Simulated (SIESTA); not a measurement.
# RbBr in SIESTA: the effect of functional

RbBr:

```xyz
2
Lattice="0.0000 3.4270 3.4270 3.4270 0.0000 3.4270 3.4270 3.4270 0.0000" Properties=species:S:1:pos:R:3 pbc="T T T"
Rb    0.0000    0.0000    0.0000
Br    3.4270    3.4270    3.4270
```

Alike in all runs:

* Program: SIESTA 5.4.2
* Task: band structure
* Basis: DZP (energy shift 0.003 Ry; two zetas on semicore shells; d shell added on Rb)
* Grid cutoff: 500 Ry
* Energy shift: 0.003 Ry
* k mesh: 7 × 7 × 7
* Occupations: fermi-dirac, width 0.05 eV
* Spin: no spin polarisation

```csv
functional,potentials or basis,gap on the mesh (eV),pressure (GPa)
AM05,PseudoDojo 0.4 standard (PBEsol files),4.51,0.7
BLYP,PseudoDojo 0.4 standard (PBE files),?,?
vdW-DF-cx,PseudoDojo 0.4 standard (PBE files),4.53,0.3
```

Question: What does the run with functional BLYP give?

Answer: gap on the mesh 4.47 eV; pressure 2.0 GPa.

Caveats: the potentials were made for another functional, which shifts forces and pressure; the basis of atomic orbitals isn't converged, which shifts pressures, moduli and gaps.

